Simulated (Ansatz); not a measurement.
A run of Ansatz 0.2.0 is set up as follows.

The input input.yaml:

```yaml
crystal:
  lattice:
    - [0.0, 2.8338, 2.8338]
    - [2.8338, 0.0, 2.8338]
    - [2.8338, 2.8338, 0.0]
  atoms:
    - { symbol: Se, position: [0.75, 0.75, 0.75] }
    - { symbol: Zn, position: [0.0, 0.0, 0.0] }
kpoints:
  mp_grid: { grid: [8, 8, 8] }
scf:
  occupations: { method: gaussian, width: 0.012 }
hamiltonian:
  xc: pbe
  pseudopotentials: { kind: all_electron, lapw: { basis_error: 0.001 } }
output:
  forces: true
  stress: true
  eigenvalues: true
```

Potentials or basis: all-electron LAPW, scalar-relativistic.

Run with:

```sh
$ ansatz run input.yaml --threads 1 --pin off --max-ram 3072MiB --backend cpu --events-out ev --progress --plain --runs-dir out
```

What does it give for the pressure?

2.1 GPa.

Predict the band gap on the k mesh.

1.29 eV, direct.

**The experiment to reproduce.**

From “Alloy Disordering Effects on the Thermal Conductivity and Energy Gap Temperature Dependence of Cd1−xZnxSe Ternary Crystals Grown by the Bridgman Method”, 2023, pmc:10253836, for a bulk crystal of ZnSe at 300 K: band gap 2.695 ± 0.003 eV (an exciton energy, a little under the gap).

Measured gap of ZnSe: 2.695 eV (an exciton energy, a little under the gap; 300 K; “Alloy Disordering Effects on the Thermal Conductivity and Energy Gap Temperature Dependence of Cd1−xZnxSe Ternary Crystals Grown by the Bridgman Method”, 2023, pmc:10253836). This calculation gives 1.29 eV (-1.40 eV). So large a miss can be the level of theory's own, or it may mean another phase, state or a wrong row. Spin-orbit coupling on Se is left out. The value is that of PBE, without temperature or zero-point motion. Semilocal functionals fall short of measured gaps as a rule.
